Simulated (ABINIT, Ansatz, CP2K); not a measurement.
## The equilibrium volume of Zr, sorted by core time

Symmetry: P6_3/mmc, No. 194, hexagonal system. The conventional cell has a = 3.232 Å, b = 3.232 Å, c = 5.147 Å, α = 90.00°, β = 90.00°, γ = 120.00°. Around Zr (site symmetry -6m2) lie 12 Zr at 3.18 to 3.23 Å.

```csv
rung,level,program and potentials,cutoff (eV),k mesh,smearing,core time,chip,equilibrium volume (Å³/atom),notes
GGA + dispersion,BLYP+D4,"Ansatz, all-electron LAPW, scalar-relativistic",-,9 × 9 × 5,fermi-dirac 0.05,21 s,Arm Neoverse V2,23.51,-
GGA,BLYP,"Ansatz, all-electron LAPW, scalar-relativistic",-,9 × 9 × 5,fermi-dirac 0.05,24 s,Arm Neoverse V2,(a),-
GGA + dispersion,BLYP+D3(BJ),"Ansatz, all-electron LAPW, scalar-relativistic",-,9 × 9 × 5,fermi-dirac 0.05,29 s,Arm Neoverse V2,21.81,-
GGA + dispersion,PBE+D4,"Ansatz, all-electron LAPW, scalar-relativistic",-,9 × 9 × 5,fermi-dirac 0.05,51 s,Intel Xeon Skylake/Cascade Lake,23.05,-
GGA,PBE,"ABINIT, PseudoDojo NC SR PBE v0.4.1 standard",898,7 × 7 × 4,fermi-dirac 0.05,3 min,Arm Neoverse V1,(b),-
GGA,PBEsol,"CP2K, POTENTIAL_UZH Zr GTH-PBE-q12; TZVP-MOLOPT-PBE-GTH basis",-,7 × 7 × 4,fermi-dirac 0.01,13 min,Intel Xeon 6975P-C Granite Rapids,22.71,atomic basis; potentials made for PBE
```

Times are single runs on shared hosts and different chips, so they are rough; meshes, cutoffs and the tasks' sizes weigh on the time. Task: relaxation of cell and atoms. All rows: no spin polarisation. Smearing widths are in eV. For a metal such meshes aren't converged. Meshes differ between rows, which moves values too. Meshes are those of the run's cell of 2 atoms unless a note names another. Relaxations start from the cell shown or near it and stop with a little pressure left. Runs on faulty files, with rough fits or with known faults for this quantity aren't shown. No row holds spin-orbit coupling.

Problem. Estimate the values left out from the other rows.

Solution. (a) 24.17 Å³/atom; (b) 23.44 Å³/atom.
